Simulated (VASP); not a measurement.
Runs of VASP 6.6.1 on Mg3Sb2. The structure is trigonal, space group P-3m1 (No. 164). The conventional cell has a = 4.555 Å, b = 4.555 Å, c = 7.186 Å, α = 90.00°, β = 90.00°, γ = 120.00°. Around Mg (site symmetry 3m) lie 4 Sb at 2.83 to 2.94 Å and 3 Mg at 3.25 Å. Mg (site symmetry -3m) is surrounded by 6 Sb at 3.08 Å. Around Sb (site symmetry 3m) lie 7 Mg at 2.83 to 3.08 Å. 

```csv
task,level,potentials or basis,spin,cell,cutoff (eV),monkhorst-Pack mesh,gap on the mesh (eV),pressure (GPa),largest force (eV/Å)
band structure,PBE,"VASP PAW PBE potentials, release 64 (Mg, Sb)","SOC, no magnetisation","P-3m1, 25.82 Å³/atom",520,-,-,1.4,(a)
relaxation of cell and atoms,PBE,"VASP PAW PBE potentials, release 64 (Mg, Sb)",off,relaxed,600,-,0.15,0.0,-
band structure,LDA,"VASP PAW LDA potentials, release 64 (Mg, Sb)",off,"P-3m1, 25.82 Å³/atom",520,-,0.11,-1.7,(c)
dielectric tensor,PBE,"VASP PAW PBE potentials, release 64 (Mg, Sb)",off,"P-3m1, 25.82 Å³/atom",520,no,0.16,-,-
relaxation of cell and atoms,PBEsol,"VASP PAW PBE potentials, release 64 (Mg, Sb)",off,relaxed,600,-,0.16,0.1,0.01
band structure,r2SCAN,"VASP PAW PBE potentials, release 64 (Mg, Sb)",off,"P-3m1, 25.82 Å³/atom",520,-,0.52,0.5,(b)
```

Alike in all rows: k mesh 9 × 9 × 5; smearing gaussian 0.03 eV.

Q: Estimate the missing entries.

A: (a) 0.02; (b) 0.19; (c) 0.09.

Caveats: spin-orbit coupling is left out, which moves the levels of the heavy elements (some runs); an odd mesh through Γ misses points on the zone boundary, where band edges often lie (some runs); the PAW data sets were made with another functional, which shifts forces and pressure a little (some runs); the relaxation stopped at its first step, so nothing moved (some runs); the gap is small at this level, which inflates the dielectric constant (some runs).

A k mesh can miss the band edges, and rows without SOC leave out spin-orbit coupling on Sb.
